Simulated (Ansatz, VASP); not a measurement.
**Two plane-wave programs on Se**

The input INCAR:

```
PREC = Accurate ; ENCUT = 520
EDIFF = 1E-7 ; ISMEAR = -1
SIGMA = 0.05 ; LREAL = False
LASPH = True ; NELM = 60
ALGO = Normal ; ISIF = 2
LWAVE = False ; LCHARG = False
GGA = PE ; NBANDS = 13
```

The input KPOINTS:

```
regular mesh
0
Gamma
  10 10 6
```

Contents of POSCAR:

```
Se
1.0
    1.3658069654     -3.9565510017      0.0000000000
    1.3658069654      3.9565510017      0.0000000000
    0.0000000000      0.0000000000      4.5192533130
Se
2
Direct
    0.0643446800      0.9356553200      0.2500000000
    0.9356553200      0.0643446800      0.7500000000
```

input.yaml

```yaml
crystal:
  lattice:
    - [1.3658069654, -3.9565510017, 0.0]
    - [1.3658069654, 3.9565510017, 0.0]
    - [0.0, 0.0, 4.519253313]
  atoms:
    - { symbol: Se, position: [0.06434468, 0.93565532, 0.25] }
    - { symbol: Se, position: [0.93565532, 0.06434468, 0.75] }
hamiltonian:
  xc: pbe
  pseudopotentials: { kind: paw }
kpoints:
  mp_grid: { grid: [10, 10, 6] }
scf:
  occupations: { method: fermi_dirac, width: 0.05 }
output:
  forces: true
  stress: true
  eigenvalues: true
```

Change from the starting cell: volume scaled by 0.94.

Alike in both runs: task single point; functional PBE; k mesh 10 × 10 × 6; occupations fermi-dirac, width 0.05 eV; no spin polarisation.

|  | VASP | Ansatz |
| --- | --- | --- |
| version | VASP 6.6.1 | Ansatz 0.2.0 |
| potentials or method | VASP PAW PBE potentials, release 64 (Se) | Ansatz PAW |
| plane-wave cutoff (eV) | 520 | 420 |
| valence electrons in the cell | 12 | 32 |

```tsv
	VASP	Ansatz	Ansatz less VASP
gap on the k mesh at the Fermi level (eV)	none	none	-
pressure (GPa)	5.9	5.8	-0.08
largest component of the traceless stress (GPa)	4.31	4.22	-0.084
rms of the force components (eV/Å)	0.152	0.146	-0.0051
```

Atom by atom the forces differ by 0.005 eV/Å (rms over components). A gap of «none» marks a metal or a gap that the smearing closes. The two sets of potentials don't hold the same shells in valence.
